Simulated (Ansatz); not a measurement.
# AlN: a shear that moves c along a, part 1 of 3

How does AlN answer a shear that moves c along a between +0 and +9 %? At each strain the cell is held and the atoms relax, within the symmetry that is left.

Method: DFT r2SCAN, scalar-relativistic, plane waves, PAW, in Ansatz 0.2.0.

2 further runs of the same task are left out: 2 set aside as unsound or not needed.

### 1 The structure to begin with

The structure is hexagonal, space group P6_3mc (No. 186). Conventional cell: a = 3.107 Å, b = 3.107 Å, c = 4.979 Å, α = 90.00°, β = 90.00°, γ = 120.00°. Around Al (site symmetry 3m) lie 4 N at 1.89 to 1.90 Å. N (site symmetry 3m) has 4 Al at 1.89 to 1.90 Å as nearest neighbours.

Coordinates:

```
CELL_PARAMETERS angstrom
3.10670 0.00000 0.00000
-1.55335 2.69048 0.00000
0.00000 0.00000 4.97856
ATOMIC_POSITIONS crystal
Al 0.66667 0.33333 0.49920
Al 0.33333 0.66667 0.99920
N 0.66667 0.33333 0.88080
N 0.33333 0.66667 0.38080
```

It goes back to an entry of the Materials Project.

It is the result of an earlier relaxation at this level (volume 10.40 Å³/atom; gap on the mesh: 4.88 eV).

The unstrained cell was computed beforehand with the same settings: E(σ→0) = -1856.9704 eV for 4 atoms, gap 4.88 eV over the zone.

### 2 Strain +1.5 %

The input, input.yaml:

```yaml
crystal:
  lattice:
    - [3.1066984497, 0.0, 0.0]
    - [-1.5533492249, 2.6904797793, 0.0]
    - [0.0746784519, 0.0, 4.9785634599]
  atoms:
    - { symbol: Al, position: [0.6666666667, 0.3333333333, 0.4992046289] }
    - { symbol: Al, position: [0.3333333333, 0.6666666667, 0.9992046289] }
    - { symbol: "N", position: [0.6666666667, 0.3333333333, 0.8807953711] }
    - { symbol: "N", position: [0.3333333333, 0.6666666667, 0.3807953711] }
basis:
  ecutwfc: 500
kpoints:
  mp_grid: { grid: [9, 9, 6] }
hamiltonian:
  xc: r2scan
scf:
  occupations: { method: gaussian, width: 0.02 }
output:
  forces: true
  stress: true
  eigenvalues: true
relax:
  adjacent_minimum: "off"
  f_tol: 0.008
  max_steps: 40
```

On the command line:

```
> ansatz run input.yaml --threads 1 --pin off --max-ram 2560MiB --backend cpu --events-out ev --progress --plain --runs-dir out
```

Output, shortened:

```text
Warning: output.stress: scf.convergence.dr2_threshold = 6.4e-8 eV (the default of a walk held to its f_tol) is looser than the 4e-10 eV advised for a printed stress (1e-10 eV for each atom of the cell: 4). What an SCF threshold leaves in a stress goes as its square root, and in the free [...]
Warning: RAYON_NUM_THREADS=1 ignored (pool sized by the plan → 1); use --threads N
[...]
Pseudopotentials: kind: paw
Pseudopotential: Al, paw, valence charge 3, recommended cutoff 500 eV (meta_gga), Al.paw.azcp
Pseudopotential: N, paw, valence charge 5, recommended cutoff 500 eV (meta_gga), N.paw.azcp
Functional definition: r2SCAN
[...]
Crystal: 4 atoms, lattice volume = 41.613 Å³
Basis set: ecut = 500 eV, 1087 PW (Γ), exchange–correlation on 96×96×160 points (64 copies of the dense FFT grid, shifted against one another)
[...]
  atom   4  N      0.00031712     0.00061566    -0.00027771
[...]
--- Stress (GPa, compression-positive) ---
       -0.051900      -0.000000      -1.848808
       -0.000000       0.008666      -0.000000
       -1.848761      -0.000000       0.033519
  P = ⅓ Tr σ = -0.0032 GPa (-0.032 kbar)
--- Band table (eV; the first three rows and the last of 140) ---
  k-point 0: bands = ["-9.0526", "-6.9382", "0.8601", "6.0437", "6.0446", "6.6969", "6.7062", "6.9388", "11.8060", "14.4558", "18.5217", "18.9799"]
[...]
--- Relaxed structure (4 steps of the walk, 4 accepted, 0 SCFs on fresh bases) ---
  F+E_penalty+E_count = -1856.96676841 eV   max|allowed force component| = 6.557e-4 eV/Å
  atoms:
    - { symbol: Al, position: [0.6658724257238771, 0.33334338196734387, 0.4992151120222861] }
    - { symbol: Al, position: [0.3325290437565332, 0.6666566180326562, 0.999215112022286] }
    - { symbol: N, position: [0.6674387482070591, 0.3332789658945284, 0.8807848879777137] }
    - { symbol: N, position: [0.33415978231253063, 0.6667210341054716, 0.3807848879777138] }
```

Run time: 69 s. Hardware: 1 thread of Arm Neoverse V1, shared host; peak memory 0.5 GiB.

Step by step:

```csv
step,E - E(step 1) (eV/cell),largest force component (eV/Å)
1,0.0000,0.0775
2,-0.0002,0.0543
3,-0.0004,0.0007
4,-0.0004,0.0007
```

Step 1 is the start.

### 3 The same system, input altered

The input, input.yaml:

```yaml
crystal:
  lattice:
    - [3.1066984497, 0.0, 0.0]
    - [-1.5533492249, 2.6904797793, 0.0]
    - [0.0746784519, 0.0, 4.9785634599]
  atoms:
    - { symbol: Al, position: [0.6658724257, 0.333343382, 0.499215112] }
    - { symbol: Al, position: [0.3325290438, 0.666656618, 0.999215112] }
    - { symbol: "N", position: [0.6674387482, 0.3332789659, 0.880784888] }
    - { symbol: "N", position: [0.3341597823, 0.6667210341, 0.380784888] }
basis:
  ecutwfc: 500
kpoints:
  mp_grid: { grid: [9, 9, 6] }
hamiltonian:
  xc: r2scan
scf:
  occupations: { method: gaussian, width: 0.02 }
  convergence: { dr2_threshold: 0.0001 }
output:
  forces: true
  eigenvalues: true
  stress: true
```

On the command line:

```
> ansatz run input.yaml --threads 1 --pin off --max-ram 2560MiB --backend cpu --events-out ev --progress --plain --runs-dir out
```

Output, shortened:

```text
Warning: scf.convergence.dr2_threshold = 1e-4 eV is looser than this run's default, which is 1e-7 eV or tighter. The error in the forces grows as the threshold's square root, so leave the key out unless less accurate forces are enough
Warning: output.stress: scf.convergence.dr2_threshold = 1e-4 eV is looser than the 4e-10 eV advised for a printed stress (1e-10 eV for each atom of the cell: 4). What an SCF threshold leaves in a stress goes as its square root, and in the free energy as the threshold itself, and one [...]
Warning: RAYON_NUM_THREADS=1 ignored (pool sized by the plan → 1); use --threads N
[...]
[... 1 set-up line as earlier in the session ...]
[...]
SCF converged after 6 iterations
Free energy (F): -1856.966768 eV
[...]
E sigma→0 (E₀):  -1856.966768 eV
Fermi energy:    9.372143 eV
[...]
--- Forces (eV/Å), atoms counted from 1 ---
  atom   1  Al    -0.00036984    -0.00065723     0.00015286
  atom   2  Al    -0.00036984     0.00065723     0.00015286
  atom   3  N      0.00036772    -0.00061768    -0.00028621
  atom   4  N      0.00036772     0.00061768    -0.00028621
[...]
--- Stress (GPa, compression-positive) ---
       -0.053284      -0.000000      -1.848872
       -0.000000       0.007283      -0.000000
       -1.848821      -0.000000       0.032226
  P = ⅓ Tr σ = -0.0046 GPa (-0.046 kbar)
--- Band table (eV; the first three rows and the last of 140) ---
  k-point 0: bands = ["-9.0529", "-6.9385", "0.8599", "6.0433", "6.0443", "6.6965", "6.7058", "6.9385", "11.8058", "14.4556", "18.5215", "18.9798"]
[...]
```

Wall time 17 s (1 thread of Arm Neoverse V1, shared host); peak memory 0.47 GiB.

### 4 Can this result be trusted?

The run converged and reported no error, with warnings (force scf threshold loose, stress scf threshold loose). Its log warns: «scf.convergence.dr2_threshold = 1e-4 eV is looser than this run's default, which is 1e-7 eV or tighter. The error in the forces grows as the threshold's square root ...»

The threshold asked is loose, but the program put off the close and ended at dr2 = 2.4e-7, so little accuracy was lost here.

The way back: delete scf.convergence.dr2_threshold (the default then holds).

| run | ending | energy change | pressure (GPa) | gap (eV) | force (eV/Å) | cycles | time |
| --- | --- | --- | --- | --- | --- | --- | --- |
| step 2 | converged | 0 | 0.0 | 4.87 | 0.00 | - | 69 s |
| altered | converged | 0.0 meV/atom | 0.0 | 4.87 | 0.00 | 6 | 17 s |

Same state: the changed convergence setting leaves the energy within 0.5 meV/atom.

The cell is held at each strain. Atoms start from the nearest strain of the same sign that is done.

### 5 The gap over the whole zone at +1.5 %

The input, input.yaml:

```yaml
crystal:
  lattice:
    - [3.1066984497, 0.0, 0.0]
    - [-1.5533492249, 2.6904797793, 0.0]
    - [0.0746784519, 0.0, 4.9785634599]
  atoms:
    - { symbol: Al, position: [0.6658724257, 0.333343382, 0.499215112] }
    - { symbol: Al, position: [0.3325290438, 0.666656618, 0.999215112] }
    - { symbol: "N", position: [0.6674387482, 0.3332789659, 0.880784888] }
    - { symbol: "N", position: [0.3341597823, 0.6667210341, 0.380784888] }
basis:
  ecutwfc: 500
kpoints:
  mp_grid: { grid: [9, 9, 6] }
  band_path: { path: [VBM, CBM], npoints: 2 }
hamiltonian:
  xc: r2scan
scf:
  occupations: { method: gaussian, width: 0.02 }
output:
  forces: true
  stress: true
  eigenvalues: true
checkpoint:
  read: start.run
  write: ck
  compress: false
  write_wavefunctions: false
  write_every: 100000
```

On the command line:

```
> ansatz run input.yaml --threads 1 --pin off --max-ram 2560MiB --backend cpu --events-out ev --progress --plain --runs-dir out
```

Output, shortened:

```text
[...]
SCF converged after 2 iterations
Free energy (F): -1856.966768 eV
[...]
E sigma→0 (E₀):  -1856.966768 eV
Fermi energy:    9.372437 eV
[...]
--- Forces (eV/Å), atoms counted from 1 ---
  atom   1  Al    -0.00035740    -0.00065699     0.00014908
  atom   2  Al    -0.00035740     0.00065699     0.00014908
  atom   3  N      0.00034522    -0.00061679    -0.00027860
  atom   4  N      0.00034522     0.00061679    -0.00027860
[...]
--- Stress (GPa, compression-positive) ---
       -0.051877      -0.000000      -1.848821
       -0.000000       0.008689      -0.000000
       -1.848772      -0.000000       0.033542
  P = ⅓ Tr σ = -0.0032 GPa (-0.032 kbar)
--- Band table (eV; the first three rows and the last of 140) ---
  k-point 0: bands = ["-9.0526", "-6.9382", "0.8601", "6.0437", "6.0446", "6.6969", "6.7062", "6.9388", "11.8060", "14.4558", "18.5217", "18.9799"]
[...]
```

Wall time 32 s (1 thread of Arm Neoverse V1, shared host); peak memory 0.47 GiB.

start.run is the saved state of the run that this one goes on from.

Valence top (0.000, 0.000, 0.000), conduction bottom (0.000, 0.000, 0.000) in fractional k; the gap is 4.867 eV.

(Continued in part 2 of 3.)
